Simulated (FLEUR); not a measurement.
CoO: equation of state with r2SCAN

CoO:

```
Co O
1.0
     0.00000    2.13150    2.13150
     2.13150    0.00000    2.13150
     2.13150    2.13150    0.00000
Co O
1 1
Direct
  0.00000 0.00000 0.00000
  0.50000 0.50000 0.50000
```

```
Program                  : FLEUR MaX-R8.1 (later development tree)
Task                     : equation of state
Functional               : r2SCAN
Potentials or basis      : all-electron
Basis                    : FLAPW
Kmax                     : 4.78 1/bohr
k mesh                   : 11 × 11 × 11
Occupations              : fermi-dirac, width 0.05 eV
Spin                     : collinear spin, program default start
Gmax                     : 14.8 1/bohr
Muffin-tin radii         : Co 2.05, O 1.57 bohr
lmax                     : Co 8, O 8
lnonsphr                 : Co 8, O 8
Local orbitals a species : Co 5, O 3
```

```
Equilibrium volume : 9.33 Å³/atom
Bulk modulus       : 213 GPa
```

Energy against volume, from the lowest point:
```
volume (Å³/atom)  energy (meV/atom)
           9.103               3.66
           9.297               0.00
           9.684               8.52
          10.071              34.30
          10.265              52.57
```

Caveat: the meta-GGA is that of a development version, with a GGA for the radial functions and cores and without core tails.
